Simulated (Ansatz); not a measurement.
**ZnO and the effect of the functional**

```
Zn O
1.0
     3.24931    0.00000    0.00000
    -1.62465    2.81398    0.00000
     0.00000    0.00000    5.20571
Zn O
2 2
Cartesian
  1.6247 0.9380 0.0000
  0.0000 1.8760 2.6029
  0.0000 1.8760 4.5759
  1.6247 0.9380 1.9730
```

Kept alike: task band structure; k mesh 9 × 9 × 5; occupations fermi-dirac, width 0.05 eV; no spin polarisation. Program: Ansatz, all-electron LAPW, scalar-relativistic. The mesh is that of the run's cell of 4 atoms. No spin-orbit coupling.

| functional | band gap (eV) | pressure (GPa) |
| --- | --- | --- |
| LDA | 0.746 | -7.05 |
| PBE | 0.821 | 4.82 |
| PBEsol | 0.716 | -1.52 |

Pressure is positive in compression. Gaps are the smaller of the mesh's and the band path's.

Problem. What does the functional change here?

Solution. The band gap runs from 0.716 (PBEsol) to 0.821 eV (PBE). From PBE: LDA -0.075; PBEsol -0.105. Measured: 3.38 eV (pmc:10652265, doi:10.1021/acsomega.3c06556); nearest PBE, 2.559 eV off. Semilocal gaps fall short of quasiparticle gaps. The pressure runs from -7.05 (LDA) to 4.82 GPa (PBE). From PBE: LDA -11.87; PBEsol -6.34. A positive pressure means that the functional's own cell is larger than the one given, a negative one that it is smaller.

The functional changes the mechanical balance of ZnO far more clearly than its electronic structure. The pressures follow the familiar order of binding: LDA overbinds, PBE underbinds, and PBEsol, whose gradient correction is weaker, lies between them and closest to equilibrium in this cell. The gaps don't follow that order, since PBEsol gives the smallest, so a better-fitting volume brings no better gap.

All three gaps are far too small, even by semilocal standards. In ZnO the filled Zn 3d shell is placed too high in energy, which strengthens its repulsion with O 2p and pushes up the valence band maximum, while the conduction band minimum, largely Zn 4s in character, lies too low.

Because the geometry is shared, the small spread in gaps reflects the functionals themselves and not their preferred volumes. The gap of ZnO widens under compression, so relaxing each cell would probably raise the LDA value and lower the PBE one, and the order found here might not survive.
